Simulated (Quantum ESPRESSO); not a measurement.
# Ti (P6_3/mmc) in Quantum ESPRESSO: a series of runs, part 2 of 4

Quantum ESPRESSO 7.5. Earlier steps stand in the parts before.

## (3) Phonons, LDA, target pressure 15 GPa, at which the enthalpy is minimised

Contents of pw.in:

```
&CONTROL
  calculation = 'scf'
  prefix = 'pwscf'
  outdir = './tmp'
  pseudo_dir = './pseudo'
  tprnfor = .true.
  tstress = .true.
  disk_io = 'low'
/
&SYSTEM
  ibrav = 0
  celldm(1) = 8
  nat = 2
  ntyp = 1
  ecutwfc = 45
  ecutrho = 360
  nbnd = 19
  occupations = 'smearing'
  smearing = 'mv'
  degauss = 0.01469973
/
&ELECTRONS
  conv_thr = 4d-10
  electron_maxstep = 120
  mixing_beta = 0.5
/
ATOMIC_SPECIES
Ti    47.8670 ti_lda_v1.4.uspp.F.UPF
CELL_PARAMETERS alat
  0.6968365084558   0.0000000000000   0.0000000000000
 -0.3484182542279   0.6034781186156   0.0000000000000
  0.0000000000000   0.0000000000000   1.1054897829061
ATOMIC_POSITIONS crystal
Ti     0.6666666667    0.3333333333    0.7500000000
Ti     0.3333333333    0.6666666667    0.2500000000
K_POINTS automatic
10 10 6 0 0 0
```

Contents of relax.in:

```
&CONTROL
  calculation = 'vc-relax'
  prefix = 'pwscf'
  outdir = './tmp'
  pseudo_dir = './pseudo'
  tprnfor = .true.
  tstress = .true.
  disk_io = 'low'
  nstep = 40
  forc_conv_thr = 0.0001
  etot_conv_thr = 1d-06
/
&SYSTEM
  ibrav = 0
  celldm(1) = 8
  nat = 2
  ntyp = 1
  ecutwfc = 45
  ecutrho = 360
  nbnd = 19
  occupations = 'smearing'
  smearing = 'mv'
  degauss = 0.01469973
/
&ELECTRONS
  conv_thr = 4d-10
  electron_maxstep = 120
  mixing_beta = 0.5
/
&IONS
  ion_dynamics = 'bfgs'
/
&CELL
  cell_dynamics = 'bfgs'
  press = 150
  press_conv_thr = 0.2
/
ATOMIC_SPECIES
Ti    47.8670 ti_lda_v1.4.uspp.F.UPF
CELL_PARAMETERS alat
  0.6968365084558   0.0000000000000   0.0000000000000
 -0.3484182542279   0.6034781186156   0.0000000000000
  0.0000000000000   0.0000000000000   1.1054897829061
ATOMIC_POSITIONS crystal
Ti     0.6666666667    0.3333333333    0.7500000000
Ti     0.3333333333    0.6666666667    0.2500000000
K_POINTS automatic
10 10 6 0 0 0
```

Contents of scf2.in:

```
&CONTROL
  calculation = 'scf'
  prefix = 'pwscf'
  outdir = './tmp'
  pseudo_dir = './pseudo'
  tprnfor = .true.
  tstress = .true.
  disk_io = 'low'
/
&SYSTEM
  ibrav = 0
  celldm(1) = 8
  nat = 2
  ntyp = 1
  ecutwfc = 45
  ecutrho = 360
  nbnd = 19
  occupations = 'smearing'
  smearing = 'mv'
  degauss = 0.01469973
/
&ELECTRONS
  conv_thr = 1d-13
  electron_maxstep = 120
  mixing_beta = 0.5
  startingpot = 'file'
  startingwfc = 'file'
/
ATOMIC_SPECIES
Ti    47.8670 ti_lda_v1.4.uspp.F.UPF
CELL_PARAMETERS alat
  0.6535075614099   0.0000000000000   0.0000000000000
 -0.3267537807050   0.5659541497462   0.0000000000000
  0.0000000000000   0.0000000000000   1.0383623777701
ATOMIC_POSITIONS crystal
Ti     0.6666666666    0.3333333332    0.7500000000
Ti     0.3333333332    0.6666666666    0.2500000000
K_POINTS automatic
10 10 6 0 0 0
```

Contents of ph.in:

```
phonons of Ti
&INPUTPH
  prefix = 'pwscf'
  outdir = './tmp'
  tr2_ph = 1d-18
  fildyn = 'dyn'
  niter_ph = 90
  alpha_mix(1) = 0.4
/
0.0000000000 0.0000000000 0.0000000000
```

Contents of dynmat.in:

```
&INPUT
  fildyn = 'dyn'
  asr = 'crystal'
  filout = 'dynmat.disp'
  fileig = 'dynmat.eig'
/
```

Potentials or basis: GBRV 1.5 LDA.

Run with:

```console
> OMP_NUM_THREADS=1 mpirun -n 4 pw.x -nk 4 -in pw.in > pw.out
> OMP_NUM_THREADS=1 mpirun -n 4 pw.x -nk 4 -in relax.in > relax.out
> OMP_NUM_THREADS=1 mpirun -n 4 pw.x -nk 4 -in scf2.in > scf2.out
> OMP_NUM_THREADS=1 mpirun -n 4 ph.x -nk 4 -in ph.in > ph.out
> OMP_NUM_THREADS=1 mpirun -n 1 dynmat.x -in dynmat.in > dynmat.out
```

pw.out:

```text
This program is part of the open-source Quantum ESPRESSO suite
     for quantum simulation of materials; please cite
[... 6 lines left out ...]
     using ibrav=0 with symmetry is DISCOURAGED, use correct ibrav instead

     K-points division:     npool     =       4
     Subspace diagonalization in iterative solution of the eigenvalue problem:
     a serial algorithm will be used

     G-vector sticks info
     --------------------
     sticks:   dense  smooth     PW     G-vecs:    dense   smooth      PW
     Sum         769     379    121                27449     9715    1713

     Using Slab Decomposition

     bravais-lattice index     =            0
     lattice parameter (alat)  =       8.0000  a.u.
     unit-cell volume          =     238.0220 (a.u.)^3
     number of atoms/cell      =            2
     number of atomic types    =            1
     number of electrons       =        24.00
     number of Kohn-Sham states=           19
     kinetic-energy cutoff     =      45.0000  Ry
     charge density cutoff     =     360.0000  Ry
     scf convergence threshold =      4.0E-10
     mixing beta               =       0.5000
     number of iterations used =            8  plain     mixing
     Exchange-correlation=  SLA  PZ   NOGX NOGC
                           (   1   1   0   0   0   0   0)

     celldm(1)=   8.000000  celldm(2)=   0.000000  celldm(3)=   0.000000
     celldm(4)=   0.000000  celldm(5)=   0.000000  celldm(6)=   0.000000

     crystal axes: (cart. coord. in units of alat)
               a(1) = (   0.696837   0.000000   0.000000 )
               a(2) = (  -0.348418   0.603478   0.000000 )
               a(3) = (   0.000000   0.000000   1.105490 )

     reciprocal axes: (cart. coord. in units 2 pi/alat)
               b(1) = (  1.435057  0.828530 -0.000000 )
               b(2) = (  0.000000  1.657061  0.000000 )
               b(3) = (  0.000000 -0.000000  0.904576 )

     PseudoPot. # 1 for Ti read from file:
     ti_lda_v1.4.uspp.F.UPF
     Pseudo is Ultrasoft + core correction, Zval = 12.0
     Generated by new atomic code, or converted to UPF format
     Using radial grid of  851 points,  6 beta functions with:
                l(1) =   0
                l(2) =   0
                l(3) =   1
                l(4) =   1
                l(5) =   2
                l(6) =   2
     Q(r) pseudized with  6 coefficients,  rinner =    1.000   1.000   1.000
                                                       1.000   1.000

     atomic species   valence    mass     pseudopotential
     Ti               12.00    47.86700     Ti( 1.00)

     24 Sym. Ops., with inversion, found (12 have fractional translation)

   Cartesian axes

     site n.     atom                  positions (alat units)
         1        Ti     tau(   1) = (   0.3484183   0.2011594   0.8291173  )
         2        Ti     tau(   2) = (  -0.0000000   0.4023187   0.2763724  )

     number of k points=    56  Marzari-Vanderbilt smearing, width (Ry)=  0.0147
                       cart. coord. in units 2pi/alat
        k(    1) = (   0.0000000   0.0000000   0.0000000), wk =   0.0033333
        k(    2) = (   0.0000000   0.0000000   0.1507627), wk =   0.0066667
        k(    3) = (   0.0000000   0.0000000   0.3015255), wk =   0.0066667
        k(    4) = (   0.0000000   0.0000000  -0.4522882), wk =   0.0033333
        k(    5) = (   0.0000000   0.1657061   0.0000000), wk =   0.0200000
        k(    6) = (   0.0000000   0.1657061   0.1507627), wk =   0.0400000
[... 48 lines left out ...]
        k(   55) = (   0.4305171   0.7456774   0.3015255), wk =   0.0400000
        k(   56) = (   0.4305171   0.7456774  -0.4522882), wk =   0.0200000

     Dense  grid:    27449 G-vectors     FFT dimensions: (  36,  36,  54)

     Smooth grid:     9715 G-vectors     FFT dimensions: (  24,  24,  40)

     Check: negative core charge=   -0.000016

     Initial potential from superposition of free atoms

     starting charge      21.9999, renormalised to      24.0000

     negative rho (up, down):  1.730E-03 0.000E+00
     Starting wfcs are   20 randomized atomic wfcs

     Self-consistent Calculation

     iteration #  1     ecut=    45.00 Ry     beta= 0.50
     Davidson diagonalization with overlap
     ethr =  1.00E-02,  avg # of iterations =  3.6

     negative rho (up, down):  1.895E-03 0.000E+00

     total energy              =    -238.15596417 Ry
     estimated scf accuracy    <       1.26093312 Ry

     iteration #  2     ecut=    45.00 Ry     beta= 0.50
     Davidson diagonalization with overlap
     ethr =  5.25E-03,  avg # of iterations =  2.6

     negative rho (up, down):  1.457E-03 0.000E+00

     total energy              =    -238.46721233 Ry
     estimated scf accuracy    <       0.01311391 Ry
[... 73 lines left out ...]
     iteration # 11     ecut=    45.00 Ry     beta= 0.50
     Davidson diagonalization with overlap
     ethr =  6.68E-11,  avg # of iterations =  2.0

     negative rho (up, down):  9.710E-04 0.000E+00

     total energy              =    -238.47207237 Ry
     estimated scf accuracy    <          4.2E-09 Ry

     iteration # 12     ecut=    45.00 Ry     beta= 0.50
     Davidson diagonalization with overlap
     ethr =  1.76E-11,  avg # of iterations =  3.3

     negative rho (up, down):  9.710E-04 0.000E+00

     End of self-consistent calculation

          k = 0.0000 0.0000 0.0000 (  1201 PWs)   bands (ev):

   -43.4120 -43.2765 -20.3114 -19.6768 -19.6768 -19.6144 -19.5778 -19.5778
     6.7535  10.2042  13.5925  13.5925  13.6589  13.6998  14.0788  14.0788
    14.4185  14.4185  15.9314

          k = 0.0000 0.0000 0.1508 (  1195 PWs)   bands (ev):

   -43.4030 -43.2857 -20.2664 -19.6702 -19.6702 -19.6629 -19.5844 -19.5844
     6.9838  10.0777  13.2937  13.4984  13.4984  13.5763  13.9596  13.9596
    14.6588  14.6588  15.9384

          k = 0.0000 0.0000 0.3015 (  1195 PWs)   bands (ev):

   -43.3785 -43.3107 -20.1423 -19.7941 -19.6521 -19.6521 -19.6026 -19.6026
     7.6373   9.5343  12.8644  13.2627  13.4225  13.4225  13.7097  13.7097
    15.1301  15.1301  15.8590
[... 91 lines left out ...]
          k = 0.0000 0.6628 0.3015 (  1215 PWs)   bands (ev):

   -43.2945 -43.2649 -20.1922 -20.1113 -19.8535 -19.7647 -19.7323 -19.6831
    10.0595  10.6690  11.7416  12.2176  13.5625  13.9112  14.0443  15.2087
    15.9575  15.9931  16.1800

          k = 0.0000 0.6628-0.4523 (  1202 PWs)   bands (ev):

   -43.2797 -43.2797 -20.1733 -20.1733 -19.7708 -19.7708 -19.7240 -19.7240
    10.3107  10.3107  12.0986  12.0986  13.8201  13.8201  14.5109  14.5109
    16.0676  16.0676  16.4068

          k = 0.0000-0.8285 0.0000 (  1216 PWs)   bands (ev):

   -43.2948 -43.2508 -20.1449 -20.0243 -20.0100 -19.8178 -19.7860 -19.6493
    10.5454  10.7305  11.0330  12.2794  13.2954  13.4452  13.9893  16.1335
    16.3403  16.3611  17.1602

          k = 0.0000-0.8285 0.1508 (  1212 PWs)   bands (ev):

   -43.2919 -43.2537 -20.1865 -20.0691 -19.9445 -19.8067 -19.7635 -19.6607
    10.3141  10.7533  11.4821  11.9660  13.4432  13.8723  13.9011  15.9784
    16.2098  16.3490  16.8711

          k = 0.0000-0.8285 0.3015 (  1212 PWs)   bands (ev):

   -43.2838 -43.2618 -20.2217 -20.1494 -19.8448 -19.7761 -19.7447 -19.6919
    10.2022  10.6332  11.8085  12.0430  13.7637  13.8710  14.4657  15.3027
    16.2234  16.3153  16.3452

          k = 0.0000-0.8285-0.4523 (  1224 PWs)   bands (ev):

   -43.2728 -43.2728 -20.2085 -20.2085 -19.7711 -19.7711 -19.7341 -19.7341
    10.3468  10.3468  12.0433  12.0433  14.1942  14.1942  14.5267  14.5267
    16.2689  16.2689  16.5851

          k = 0.1435 0.2486 0.0000 (  1200 PWs)   bands (ev):

   -43.3843 -43.2661 -20.2492 -19.7895 -19.7475 -19.6775 -19.6420 -19.6026
     7.5584  10.7963  12.5566  12.7637  13.7274  13.8823  14.1856  14.2389
    14.2393  14.6402  16.0889

          k = 0.1435 0.2486 0.1508 (  1206 PWs)   bands (ev):

   -43.3765 -43.2741 -20.2161 -19.7772 -19.7651 -19.7059 -19.6356 -19.6107
     7.7672  10.7061  12.3089  12.8098  13.5917  13.7932  13.9061  14.3223
    14.6065  14.7434  16.0548

          k = 0.1435 0.2486 0.3015 (  1203 PWs)   bands (ev):
[... 167 lines left out ...]
          k = 0.4305 0.7457 0.3015 (  1222 PWs)   bands (ev):

   -43.2694 -43.2608 -20.1168 -20.1014 -19.9763 -19.8762 -19.7494 -19.7206
    11.2932  11.3638  11.7802  12.0164  12.6993  12.8649  14.2220  14.9919
    15.8187  16.1326  18.5902

          k = 0.4305 0.7457-0.4523 (  1228 PWs)   bands (ev):

   -43.2651 -43.2651 -20.1332 -20.1332 -19.9282 -19.9282 -19.7081 -19.7081
    11.3511  11.3511  12.0551  12.0551  12.6446  12.6446  14.4509  14.4509
    16.0028  16.0028  18.9655

     the Fermi energy is    12.8464 ev

!    total energy              =    -238.47207238 Ry
     estimated scf accuracy    <          1.1E-10 Ry
     smearing contrib. (-TS)   =      -0.00070790 Ry
     internal energy E=F+TS    =    -238.47136448 Ry

     The total energy is F=E-TS. E is the sum of the following terms:
     one-electron contribution =     -82.61143823 Ry
     hartree contribution      =      48.87864451 Ry
     xc contribution           =     -35.65649277 Ry
     ewald contribution        =    -169.08207799 Ry

     convergence has been achieved in  12 iterations

     negative rho (up, down):  9.710E-04 0.000E+00

     Forces acting on atoms (cartesian axes, Ry/au):

     atom    1 type  1   force =     0.00000000   -0.00000000    0.00000000
     atom    2 type  1   force =     0.00000000    0.00000000    0.00000000

     Total force =     0.000000     Total SCF correction =     0.000000

     Computing stress (Cartesian axis) and pressure

     negative rho (up, down):  9.710E-04 0.000E+00
          total   stress  (Ry/bohr**3)                   (kbar)     P=      -97.84
  -0.00065024   0.00000000   0.00000000          -95.65        0.00        0.00
   0.00000000  -0.00065024   0.00000000            0.00      -95.65        0.00
   0.00000000  -0.00000000  -0.00069486            0.00       -0.00     -102.22

=------------------------------------------------------------------------------=
   JOB DONE.
=------------------------------------------------------------------------------=
```

It took 4.3 min on 4 MPI ranks of Intel Xeon at 2.50GHz (Skylake/Cascade Lake), shared host; peak memory 0.32 GiB.

What came out:

```yaml
Free_energy: -3244.5429 eV
Relaxed_volume: 14.57 Å³/atom
Relaxed_cell: a = 2.767 Å, b = 2.767 Å, c = 4.396 Å, α = 90.00°, β = 90.00°, γ = 120.00°
Space_group_after_relaxing_to_0.05_Å: P6_3/mmc (No. 194)
Pressure_after_relaxing: 15.0 GPa
Band_gap_on_the_k_mesh: none (metal or under the smearing width)
Highest_phonon_frequency_at_Γ: 283 cm⁻¹
```

The path:
| step | energy change (eV) | largest force (eV/Å) | pressure (GPa) | volume (Å³) |
| --- | --- | --- | --- | --- |
| 1 | 0.0000 | 0.0000 | -9.78 | 35.27 |
| 2 | -0.0807 | 0.0000 | 5.15 | 31.00 |
| 3 | 0.0778 | 0.0000 | 17.67 | 28.71 |
| 4 | 0.0313 | 0.0000 | 14.83 | 29.17 |
| 5 | 0.0339 | 0.0000 | 14.99 | 29.14 |
| 6 | 0.0349 | 0.0000 | 15.05 | 29.13 |
| 7 | 0.0348 | 0.0000 | 15.04 | 29.13 |
| 8 | 0.0343 | 0.0000 | 15.01 | 29.14 |

Final structure:
```xyz
2
Lattice="2.7666 0.0000 0.0000 -1.3833 2.3959 0.0000 0.0000 0.0000 4.3958" Properties=species:S:1:pos:R:3 pbc="T T T"
Ti    1.3833    0.7986    3.2969
Ti    0.0000    1.5973    1.0990
```

Phonon frequencies in cm⁻¹ (negative: imaginary):
```tsv
q point	frequencies
(0.000, 0.000, 0.000)	-11 -8 -8 94 94 283
```

Optical modes at Γ, degenerate ones joined:
```csv
cm⁻¹,components,symmetry,active in
94,2,E2g,Raman
283,1,B1g,silent
```

Caveat: the mesh is thin for the phonons of a metal; the volume moved by over 15 % at a fixed basis, so the end points are rough; the cell is more than 3 GPa from zero pressure, which shifts response properties.

(Continued in part 3 of 4.)
